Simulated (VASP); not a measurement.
# OF2 (P1) in VASP: single point with r2SCAN

Aim: the single point of OF2 with r2SCAN.

Program: VASP 6.6.1. These are calculated values, not measurements. Logs are shortened: lines on timing, memory, paths and dates and some standing lists are left out, and cuts for length are marked.

### 1 Starting point

The typed cell holds 12 atoms: a = 5.410 Å, b = 5.222 Å, c = 5.179 Å, α = 60.33°, β = 61.45°, γ = 91.39°.

The cell was built by a generator and needn't be a form met in nature.

### 2 Single point, r2SCAN

POSCAR

```
OF2
1.0
   -0.0644562800      5.4081508200      0.1173753000
    5.2212558400     -0.0644562800     -0.0121117100
    2.5872113900      2.5864494100     -3.6652363700
O F
4 8
Direct
    0.3507960000      0.1100450000      0.7944140000
    0.1020790000      0.3657860000      0.2742430000
    0.6532260000      0.8874070000      0.2094460000
    0.8993930000      0.6585160000      0.6972670000
    0.6012590000      0.2070290000      0.6099770000
    0.2258740000      0.2825090000      0.1207310000
    0.2969260000      0.2067380000      0.5821160000
    0.2070290000      0.5782530000      0.0850450000
    0.3797000000      0.8097390000      0.3873020000
    0.8209540000      0.3532980000      0.8901260000
    0.7099320000      0.7951540000      0.4138470000
    0.7986250000      0.7038720000      0.8801220000
```

INCAR.step1

```
  ALGO = Normal
  EDIFF = 1E-4
  ENCUT = 520
  GGA = PE
  ISMEAR = -5
  LASPH = True
  LCHARG = False
  LREAL = False
  LWAVE = True
  NELM = 100
  PREC = Accurate
  SIGMA = 0.0158
```

INCAR.step2

```
  ALGO = Normal
  EDIFF = 1E-7
  ENCUT = 520
  ISIF = 2
  ISMEAR = 1
  ISTART = 1
  LASPH = True
  LCHARG = False
  LMIXTAU = True
  LORBIT = 10
  LREAL = False
  LWAVE = False
  METAGGA = R2SCAN
  NELM = 100
  PREC = Accurate
  SIGMA = 0.0158
```

KPOINTS

```
Automatic mesh
0
Gamma
  4 4 5
  0 0.5 0
```

Potentials or basis: VASP PAW PBE potentials, release 64 (O, F).

Started as:

```sh
cat potpaw_PBE.64/O/POTCAR potpaw_PBE.64/F/POTCAR > POTCAR
cp INCAR.step1 INCAR
mpirun -np 1 vasp_std > vasp.out
cp INCAR.step2 INCAR
mpirun -np 1 vasp_std > vasp.out
```

OUTCAR:

```text
EDIFF = 1E-7
   ENCUT = 520
   ISIF = 2
   ISMEAR = 1
   ISTART = 1
   LASPH = True
   LORBIT = 10
   LREAL = False
   METAGGA = R2SCAN
   NELM = 100
   PREC = Accurate

 ion  position               nearest neighbor table
   1  0.351  0.110  0.794-   5 1.12   7 1.15
   2  0.102  0.366  0.274-   8 0.94   6 1.06
   3  0.653  0.887  0.209-  11 1.12   9 1.22
   4  0.899  0.659  0.697-  12 0.99  10 1.31
   5  0.601  0.207  0.610-   1 1.12   7 1.72
   6  0.226  0.283  0.121-   2 1.06   8 1.47
   7  0.297  0.207  0.582-   1 1.15   5 1.72
   8  0.207  0.578  0.085-   2 0.94   6 1.47
   9  0.380  0.810  0.387-   3 1.22  11 1.86
  10  0.821  0.353  0.890-   4 1.31  12 1.81
  11  0.710  0.795  0.414-   3 1.12   9 1.86
  12  0.799  0.704  0.880-   4 0.99  10 1.81

 -----------------------------------------------------------------------------
|                                                                             |
|           W    W    AA    RRRRR   N    N  II  N    N   GGGG   !!!           |
|           W    W   A  A   R    R  NN   N  II  NN   N  G    G  !!!           |
|           W    W  A    A  R    R  N N  N  II  N N  N  G       !!!           |
|           W WW W  AAAAAA  RRRRR   N  N N  II  N  N N  G  GGG   !            |
|           WW  WW  A    A  R   R   N   NN  II  N   NN  G    G                |
|           W    W  A    A  R    R  N    N  II  N    N   GGGG   !!!           |
|                                                                             |
|     The distance between some ions is very small. Please check the          |
|     nearest-neighbor list in the OUTCAR file.                               |
|     I HOPE YOU KNOW WHAT YOU ARE DOING!                                     |
|                                                                             |
 -----------------------------------------------------------------------------

  LATTYP: Found a triclinic cell.
 ALAT       =     5.4098083945
 B/A-ratio  =     1.4066172997
 C/A-ratio  =     0.9572513192
 COS(alpha) =     0.0001209529
 COS(beta)  =     0.4779927034
 COS(gamma) =     0.7276030696

  Lattice vectors:

 A1 = (   0.0644562800,  -5.4081508200,  -0.1173753000)
 A2 = (   5.2857121200,  -5.4726071000,  -0.1294870100)
 A3 = (  -2.5872113900,  -2.5864494100,   3.6652363700)

Analysis of symmetry for initial positions (statically):
=====================================================================
 Subroutine PRICEL returns:
[... 172 lines left out ...]
   LEPSILON=     F    determine dielectric tensor
   LRPA    =     F    only Hartree local field effects (RPA)
 non-spin polarized calculation
 Methfessel and Paxton  Order N= 1 SIGMA  =   0.02
  energy-cutoff  :      520.00
  volume of cell :      104.91
 maximum number of plane-waves:      2871
   NGX = 21   NGY = 19   NGZ = 19

 number of electron      79.9999990 magnetization

 Free energy of the ion-electron system (eV)
  ---------------------------------------------------
  ext. energy  EPLUGINS =         0.00000000
  ---------------------------------------------------
  free energy    TOTEN  =        -6.70697213 eV

  energy without entropy =       -6.70707713  energy(sigma->0) =       -6.70700713

 E-fermi :   3.8783     XC(G=0): -10.8829

 val. band max:        3.8682720992   @ k =   0.0000  -0.1250   0.4000
 cond. band min:       8.0303164404   @ k =   0.0000   0.3750   0.0000
 fundamental gap:      4.1620443412
 Fermi energy:         3.8782948678

 k-point     1 :       0.0000    0.1250    0.0000
  band No.  band energies     occupation
      1     -42.7023      2.00000
      2     -38.0501      2.00000
      3     -35.3013      2.00000
      4     -34.0106      2.00000
      5     -29.9587      2.00000
      6     -27.6446      2.00000
[... 1213 lines left out ...]
     47      13.2288      0.00000
     48      13.4268      0.00000

 [... further k-points ...]

------------------------ aborting loop because EDIFF is reached ----------------------------------------

  FORCE on cell =-STRESS in cart. coord.  units (eV):
  Direction    XX          YY          ZZ          XY          YZ          ZX
  --------------------------------------------------------------------------------------
  -------------------------------------------------------------------------------------
  Total      143.5845307     85.8750866    135.2598569    -12.2724127      4.9554071     -1.2427537
  in kB     2192.7181485   1311.4216416   2065.5898069   -187.4153289     75.6753596    -18.9784278
  external PRESSURE =    1856.5765323 kB  Pullay stress =       0.0000000 kB

 VOLUME and BASIS-vectors are now :
 -----------------------------------------------------------------------------
  energy-cutoff  :      520.00
  volume of cell :      104.91
      direct lattice vectors                 reciprocal lattice vectors
    -0.064456280  5.408150820  0.117375300     0.002550399  0.182108338  0.130308765
     5.221255840 -0.064456280 -0.012111710     0.191829924 -0.000642687  0.134955085
     2.587211390  2.586449410 -3.665236370    -0.000552225  0.005833950 -0.269106657

 POSITION                                       TOTAL-FORCE (eV/Angst)
 -----------------------------------------------------------------------------------
      2.60728      3.94478     -2.87187        -0.038659     -4.021556    -27.885647
      2.61281      1.23780     -0.99761       -26.382609    -15.697763    -82.080848
      5.13316      4.01727     -0.70174        -2.762435     -8.633035     21.735559
      5.18429      6.62505     -2.45806       -36.227524      4.779264     43.325508
      2.62034      4.81603     -2.16764         0.303644     24.941114     14.760798
      1.77285      1.51562     -0.41942       -48.782336     12.389953     17.343219
      2.56635      3.09811     -2.10124        -0.949825    -20.721833     13.321368
      3.22589      1.30234     -0.29441        75.858262      2.654532     64.598174
      5.20541      3.00302     -1.38479         0.598525    -11.380219     -6.365164
      4.09469      6.71934     -3.17044        -7.612257      0.983526     -3.140256
      5.17665      4.85856     -1.44315         0.951311     19.347741    -15.565805
      5.90068      6.55011     -3.14064        45.043902     -4.641724    -40.046904
 -----------------------------------------------------------------------------------
    total drift:                               -0.009000     -0.004143     -0.000125

  FREE ENERGIE OF THE ION-ELECTRON SYSTEM (eV)
  ---------------------------------------------------
  free  energy   TOTEN  =        -6.7069721326 eV

  energy  without entropy=       -6.7070771274  energy(sigma->0) =       -6.70700713

 total charge

# of ion       s       p       d       tot
------------------------------------------
    1        1.631   3.743   0.000   5.375
    2        1.682   4.189   0.000   5.871
    3        1.629   3.644   0.000   5.274
    4        1.654   3.803   0.000   5.457
    5        1.789   4.543   0.000   6.332
    6        1.816   4.671   0.000   6.487
    7        1.786   4.518   0.000   6.303
    8        1.829   4.862   0.000   6.691
    9        1.782   4.404   0.000   6.185
   10        1.785   4.355   0.000   6.141
   11        1.790   4.521   0.000   6.310
   12        1.807   4.706   0.000   6.513
--------------------------------------------------
tot         20.981  51.959   0.000  72.940
```

OUTCAR.step1:

```text
EDIFF = 1E-4
   ENCUT = 520
   GGA = PE
   ISMEAR = -5
   LASPH = True
   LREAL = False
[... 1506 lines left out ...]
      4.09469      6.71934     -3.17044        -8.014023      0.994543     -3.341250
      5.17665      4.85856     -1.44315         0.912531     19.369327    -15.456831
      5.90068      6.55011     -3.14064        44.732310     -4.574910    -39.685485
 -----------------------------------------------------------------------------------
    total drift:                                0.017722      0.005098      0.001174

  FREE ENERGIE OF THE ION-ELECTRON SYSTEM (eV)
  ---------------------------------------------------
  free  energy   TOTEN  =         8.6020391541 eV

  energy  without entropy=        8.6020391541  energy(sigma->0) =        8.60203915
```

Wall time 8.9 min (1 thread of AMD EPYC 9R45 (Zen 5), shared host); peak memory 0.3 GiB.

Results:

| Property | Result |
| --- | --- |
| Free energy | -6.7070 eV |
| Pressure | 185.7 GPa |
| Largest force | 99.672 eV/Å |
| Band gap on the k mesh | 4.16 eV, indirect (least direct gap 4.19 eV) |
| Valence electrons inside the program's atomic spheres | O 5.38, 5.87, 5.27, 5.46; F 6.33, 6.49, 6.30, 6.69, 6.18, 6.14, 6.31, 6.51 |

Forces in eV/Å, atoms in the order of the input:
```
O    -0.039  -4.022 -27.886
O   -26.383 -15.698 -82.081
O    -2.762  -8.633  21.736
O   -36.228   4.779  43.326
F     0.304  24.941  14.761
F   -48.782  12.390  17.343
F    -0.950 -20.722  13.321
F    75.858   2.655  64.598
F     0.599 -11.380  -6.365
F    -7.612   0.984  -3.140
F     0.951  19.348 -15.566
F    45.044  -4.642 -40.047
```

Stress tensor (GPa, compression positive):
```
219.27 -18.74  -1.90
-18.74 131.14   7.57
 -1.90   7.57 206.56
```

Levels at points of the mesh, in eV from the valence-band top:
| k point | band 37 | band 38 | band 39 | band 40 | band 41 | band 42 | band 43 | band 44 |
| --- | --- | --- | --- | --- | --- | --- | --- | --- |
| (0.00, 0.12, 0.00) | -2.07 | -1.60 | -1.29 | -0.07 | 4.25 | 5.78 | 6.83 | 7.68 |

Caveat: a pressure of tens of GPa on the cell as given is suspect, and the run, the potentials or the cell itself is likely at fault; the standard files for N, O and F lose accuracy on very short bonds; the PAW data sets were made with another functional, which shifts forces and pressure a little. r2SCAN opens gaps a little over a GGA but as a rule still falls short of measured ones.
